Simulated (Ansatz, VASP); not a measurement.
# Si72O143 (V_O) in two plane-wave programs, part 2 of 2

Aim: how closely do two programs agree when they are given the same cell, functional and k mesh? The structure shown is the start of the Ansatz relaxation below; VASP solves that cell, so the two are compared at the walk's first step.

VASP 6.6.1 and Ansatz 0.2.0.

So far: The structure; Ansatz: relaxation, PBEsol.

**3. VASP: single point, PBEsol, start cell**

Level of this step: PBEsol, spin-polarised from a ferromagnetic start; plane waves and PAW (Si, O) (VASP).

The same cell, functional and mesh now go to VASP, with its own data sets.

Lines of VASP's logs that name or quote its potential files are left out, and so is its time.

Contents of INCAR:

```
SYSTEM = Si72O143
PREC = Accurate
ENCUT = 520
EDIFF = 1E-06
NELM = 200
ISMEAR = 0
SIGMA = 0.01
LREAL = Auto
ALGO = Normal
GGA = PS
NELECT = 1145
NBANDS = 723
ISPIN = 2
MAGMOM = 0 0 0 0 0 -0 -0 0 0 0 -0 0 0 0 0 0 -0 0 -0 0 0 0 0 0 0 0 -0 0 -0 0 0 0 0 -0 0 -0 -0 -0 0 0 0 0 0 0 0.03 0 0 0 0 0 -0 0 -0 0 0 -0 0 -0 0 -0 0.03 0 0 0 0 0 0 -0 -0 0 0 -0 0 0 0 0 0 0 0 -0 0 0 0 0 0 0 0 0 0 0 0 0 0.02 0 0 -0 0 0 0 0 0 -0 0 -0 -0 0 0 0 0 0 0 0 0 -0 0 0 0 0 0 0 0 0 0 0 0 0 0 -0 0 0 0.04 -0 0 0 -0 0 0 0 0 0 0 0 0 0 -0 0 0 0 0 0 -0 0 -0 -0 0 0 0 0.05 0 0.05 0 0 0 0 0 0.04 0 -0 -0 0 0 -0 -0 0 0 0 0 -0 0 0 0 0 0 0 0 0 0 0 0 0 -0 0 0 0 0 0 -0 0.03 0 0 0 -0 0 0 0 0 0 0 0 0 0 0 -0 0 0
LORBIT = 11
LWAVE = .FALSE.
LCHARG = .FALSE.
ISIF = 2
ISYM = 0
NUPDOWN = 1
LASPH = .TRUE.
GGA_COMPAT = .FALSE.
```

Contents of POSCAR:

```
Si72O143
1.0
   -4.9484137309      8.5709039988     10.8826433342
    9.8968274618      0.0000000000     10.8826433342
    7.4226205963     12.8563559982      0.0000000000
Si O
72 143
Direct
    0.0009114643      0.0000074301      0.1788366725
    0.2520525676      0.2493881056      0.0113314877
[... 8 atom lines left out ...]
    0.2142641589      0.4536801793      0.5228979708
    0.4637159767      0.2006446734      0.3551188907
[... 1 atom line left out ...]
    0.2503333851      0.2527612980      0.6752626164
[... 3 atom lines left out ...]
    0.4644527206      0.2014700499      0.6921261609
[... 3 atom lines left out ...]
    0.2827853595      0.5491816288      0.2987062455
[... 5 atom lines left out ...]
    0.2813154131      0.5501921281      0.6339955585
[... 1 atom line left out ...]
    0.4656445592      0.6982270859      0.3579556436
[... 10 atom lines left out ...]
    0.7131280944      0.4527651184      0.1895441885
[... 2 atom lines left out ...]
    0.7487886033      0.2502333867      0.3410923567
    0.5348738570      0.3002173723      0.4643343356
[... 1 atom line left out ...]
    0.7182435895      0.4501306381      0.5237100737
[... 3 atom lines left out ...]
    0.5355400675      0.3013889506      0.7997551947
[... 3 atom lines left out ...]
    0.4997433455      0.5000137600      0.1739799179
[... 2 atom lines left out ...]
    0.7820531916      0.5476788924      0.3022705013
[... 2 atom lines left out ...]
    0.5027846187      0.4992697228      0.5082840971
[... 12 atom lines left out ...]
    0.4840099393      0.4073176272      0.1484555403
[... 12 atom lines left out ...]
    0.3467830130      0.2111696657      0.3899048912
[... 1 atom line left out ...]
    0.2619379130      0.4642643301      0.4057102413
[... 1 atom line left out ...]
    0.2657724132      0.3382168749      0.5775423582
[... 1 atom line left out ...]
    0.4902081868      0.2865332482      0.3884049798
[... 3 atom lines left out ...]
    0.4823149638      0.4081855978      0.8184375689
[... 1 atom line left out ...]
    0.3479056563      0.2107821379      0.7224546380
[... 1 atom line left out ...]
    0.2610823993      0.4671414114      0.7391898467
[... 3 atom lines left out ...]
    0.4912949974      0.2840680960      0.7237010039
[... 2 atom lines left out ...]
    0.2347312369      0.6608232438      0.3131634736
[... 10 atom lines left out ...]
    0.4043740866      0.5362062197      0.2576273187
    0.2334425903      0.6625713376      0.6473207471
[... 2 atom lines left out ...]
    0.3490455846      0.7129206716      0.3875409022
[... 4 atom lines left out ...]
    0.2380996448      0.5328527555      0.5546105602
[... 2 atom lines left out ...]
    0.4032263110      0.5370783269      0.5962798478
[... 12 atom lines left out ...]
    0.7334778073      0.1606983319      0.3176974976
[... 1 atom line left out ...]
    0.5937686428      0.4624085788      0.2221365032
[... 4 atom lines left out ...]
    0.7691789750      0.3408454583      0.2415490710
[... 4 atom lines left out ...]
    0.7338598352      0.1571920630      0.6502742928
[... 1 atom line left out ...]
    0.5981299207      0.4631012201      0.5554051142
[... 1 atom line left out ...]
    0.5095274358      0.2142856819      0.5698262606
    0.7591231463      0.4646604135      0.4072404646
    0.5176442310      0.0876315093      0.4098611606
    0.7649212751      0.3388546763      0.5783079735
[... 2 atom lines left out ...]
    0.6535592791      0.2843562334      0.4285355946
[... 7 atom lines left out ...]
    0.5153533439      0.0906575119      0.7466311578
[... 3 atom lines left out ...]
    0.6550552049      0.2847899859      0.7588919229
[... 5 atom lines left out ...]
    0.5072197587      0.7158286856      0.2379887537
[... 3 atom lines left out ...]
    0.7406915970      0.5318852554      0.2242162110
[... 9 atom lines left out ...]
    0.5179782467      0.5874517147      0.4128275676
[... 16 atom lines left out ...]
    0.9026014197      0.5364790977      0.9297261125
```

Contents of KPOINTS:

```
Points of the shifted mesh
1
Reciprocal
 0.2500000000  0.2500000000  0.2500000000 1
```

The projector-augmented-wave data sets are Si and O (PBE family, release 64).

Command:

```sh
$ export OMP_NUM_THREADS=4
$ mpirun -np 1 vasp_std
```

Numbers of over 12 decimals in the logs are rounded to 6 here.

Log:

```text
[banner, memory and clock lines left out]
running    1 mpi-ranks, on    1 nodes
[...]
Offloading initialized ...    1 GPUs detected
[...]
|                                                                             |
|               ----> ADVICE to this user running VASP <----                  |
|                                                                             |
|     You enforced a specific xc type in the INCAR file but a different       |
|     [... a line on the potential file left out ...]
|     I HOPE YOU KNOW WHAT YOU ARE DOING!                                     |
|                                                                             |

 LDA part: xc-table for (Slater+PW92), standard interpolation
 POSCAR, INCAR and KPOINTS ok, starting setup
[...]
entering main loop
       N       E                     dE             d eps       ncg     rms          rms(c)
DAV:   1     0.744612116785E+04    0.74461E+04   -0.59979E+05  2908   0.147E+03
DAV:   2    -0.131599916094E+04   -0.87621E+04   -0.85567E+04  3410   0.342E+02
DAV:   3    -0.195782261246E+04   -0.64182E+03   -0.63837E+03  3472   0.974E+01
DAV:   4    -0.196907985710E+04   -0.11257E+02   -0.11215E+02  3472   0.136E+01
DAV:   5    -0.196935240029E+04   -0.27254E+00   -0.27217E+00  3480   0.195E+00BRMIX: very serious problems
 the old and the new charge density differ
 old charge density:  1146.00000 new 1145.00000
    0.120E+02
DAV:   6    -0.176331151393E+04    0.20604E+03   -0.87347E+02  3320   0.331E+01    0.581E+01
DAV:   7    -0.176149409503E+04    0.18174E+01   -0.24023E+01  3584   0.576E+00    0.211E+01
DAV:   8    -0.176075916718E+04    0.73493E+00   -0.16395E+00  3464   0.232E+00    0.810E+00
DAV:   9    -0.176079384005E+04   -0.34673E-01   -0.41891E-01  3464   0.131E+00    0.220E+00
[...]
DAV:  18    -0.176083918060E+04   -0.42261E-05   -0.83814E-05  3480   0.130E-02    0.160E-02
DAV:  19    -0.176083917887E+04    0.17374E-05   -0.74647E-06  2712   0.425E-03    0.105E-02
DAV:  20    -0.176083917807E+04    0.80087E-06   -0.21672E-06  2400   0.326E-03
   1 F= -.17608392E+04 E0= -.17608391E+04  d E =-.146297E-03  mag=     1.0001
```

From OUTCAR (step 3):

```text
 magnetization (x)
# of ion       s       p       d       tot
------------------------------------------
    1       -0.000  -0.000   0.000  -0.000
    2       -0.000  -0.000   0.000  -0.000
    3       -0.000  -0.000   0.000  -0.000
    4       -0.000  -0.000   0.000  -0.000
    5        0.000   0.000   0.000   0.000
    6       -0.000  -0.000   0.000  -0.000
    7       -0.000  -0.000   0.000  -0.000
    8       -0.000  -0.000   0.000  -0.000
    9       -0.000  -0.000   0.000  -0.000
   10       -0.000  -0.000   0.000  -0.000
   11       -0.000  -0.000   0.000  -0.000
   12        0.000   0.001   0.000   0.002
   13       -0.000  -0.000   0.000  -0.000
[...]
--------------------------------------------------
tot          0.065   0.473   0.000   0.538

[... 2 further parts left out ...]
[key lines of the parts left out:]
E-fermi :   1.2998
```

The run ends at a pressure of 0.66 GPa, with forces up to 4.0 eV/Å.

**4. Comparison**

Known differences besides the potentials themselves: VASP starts from the moments at which Ansatz ended; fixed occupations in Ansatz, narrow Gaussian smearing in VASP; the cutoff is 420 eV in Ansatz and 520 eV in VASP (PREC = Accurate, projectors in real space); Ansatz makes its cores anew for this functional, VASP keeps those of its PBE data sets. Total energies have different zeros and are not compared.

Forces on 10 of the 215 atoms, those with the largest forces and the largest differences (eV/Å; atoms numbered as in POSCAR):

```csv
atom,"Ansatz x, y, z","VASP x, y, z"
Si32,"3.054, -2.203, 1.165","3.131, -2.212, 1.161"
Si45,"-0.746, 2.124, -1.272","-0.601, 2.113, -1.209"
Si61,"1.866, 2.431, -0.514","1.794, 2.424, -0.627"
O82,"2.021, 2.077, 2.172","2.019, 2.082, 2.183"
O92,"1.895, 2.421, 2.516","1.920, 2.447, 2.551"
O100,"-1.796, -2.691, 1.902","-1.801, -2.701, 1.899"
O132,"2.869, -0.084, 2.050","2.943, -0.082, 2.093"
O142,"-2.812, 0.463, 1.823","-2.886, 0.477, 1.897"
O170,"1.986, -2.154, -2.499","2.029, -2.198, -2.560"
O192,"2.973, 0.034, 1.826","3.027, 0.031, 1.855"
```

The forces differ by 29 meV/Å r.m.s., which is 2.5 % of the r.m.s. force of 1.157 eV/Å (both taken over all components). Moments aren't recorded for both runs of this pair, so they may hold unlike magnetic states. The cell carries a charge of +1 e against a uniform background, so its pressure also hangs on how the neutralising background is counted, and in a defect's cell a gap may be the spacing between its levels.

**5. Summary of results**

```
r.m.s. force difference (single point, PBEsol, start cell) : 2.5 % of the r.m.s. force
```

**Reading.** The r.m.s. force difference is 2.5 % of the r.m.s. force (single point, PBEsol, start cell), within the 3 % picked in this series as the mark of a large difference. 1 further run of this series is not shown here. How closely two codes agree says nothing of how well the functional describes the real material.

[Lines on the potential files, build, host, timing and source positions are cut from VASP's logs without a mark.]

[Logs are printed without paths, hosts, clocks, repeated set-up lines and the standing remarks that a program may print on its own settings, such as how far it seeks lower states.]

[Hosts, paths, dates, database ids (printed as entryN), source tags and the programs' standing remarks are cut or masked in the printed files.]
